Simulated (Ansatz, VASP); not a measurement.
One calculation of KTaO3, two programs

The input INCAR:

```
PREC     = Accurate       # precision mode
ENCUT    = 520            # plane-wave cutoff, eV
EDIFF    = 1E-7           # SCF threshold, eV
ISMEAR   = -1             # smearing method
SIGMA    = 0.02           # smearing width, eV
LREAL    = F              # projectors in reciprocal space
LASPH    = T              # aspherical terms in the spheres
NELM     = 100            # most SCF steps
ALGO     = Fast           # electronic algorithm
ISIF     = 2              # what is computed and relaxed
LWAVE    = F              # write WAVECAR
LCHARG   = F              # write CHGCAR
GGA      = PE             # functional
NBANDS   = 27             # bands
```

KPOINTS

```
Automatic mesh
0
Gamma
  6 6 6
```

Contents of POSCAR:

```
KTaO3
1.0
    4.1098350361      0.0000000000      0.0000000000
    0.0000000000      4.1098350361      0.0000000000
    0.0000000000      0.0000000000      4.1098350361
K Ta O
1 1 3
Direct
    0.0000000000      0.0000000000      0.0000000000
    0.5000000000      0.5000000000      0.5000000000
    0.5000000000      0.5000000000      0.0000000000
    0.5000000000      0.0000000000      0.5000000000
    0.0000000000      0.5000000000      0.5000000000
```

Input for Ansatz:

```yaml
crystal:
  lattice:
    - [4.1098350361, 0.0, 0.0]
    - [0.0, 4.1098350361, 0.0]
    - [0.0, 0.0, 4.1098350361]
  atoms:
    - { symbol: K, position: [0.0, 0.0, 0.0] }
    - { symbol: Ta, position: [0.5, 0.5, 0.5] }
    - { symbol: O, position: [0.5, 0.5, 0.0] }
    - { symbol: O, position: [0.5, 0.0, 0.5] }
    - { symbol: O, position: [0.0, 0.5, 0.5] }
kpoints:
  mp_grid: { grid: [6, 6, 6] }
  band_path:
    path: [[0.0, 0.0, 0.0], [0.0, 0.5, 0.0], [0.5, 0.5, 0.0], [0.5, 0.5, 0.5]]
    npoints: 1
hamiltonian:
  xc: pbe
scf:
  occupations: { method: fermi_dirac, width: 0.02 }
  n_extra_bands: 5
output:
  forces: true
  stress: true
  eigenvalues: true
```

Change from the starting cell: hydrostatic strain +3.0%.

Alike in both runs: task single point; functional PBE; k mesh 6 × 6 × 6; occupations fermi-dirac, width 0.02 eV; no spin polarisation.

```csv
,VASP,Ansatz
version,VASP 6.6.1,Ansatz 0.2.0
potentials or method,"VASP PAW PBE potentials, release 64 (K_sv, Ta_pv, O)","plane waves, PAW"
plane-wave cutoff (eV),520,420
valence electrons in the cell,38,40
```

Ansatz gave:

- gap on the k mesh at the Fermi level (eV): 2.01
- pressure (GPa): -10.3

Q: Which values does VASP return?

A: gap on the k mesh at the Fermi level (eV): 1.97; pressure (GPa): -9.9.

The two sets of potentials don't hold the same shells in valence.

Caveats: spin-orbit coupling is left out, which moves the levels of the heavy elements. A k mesh can miss the band edges.
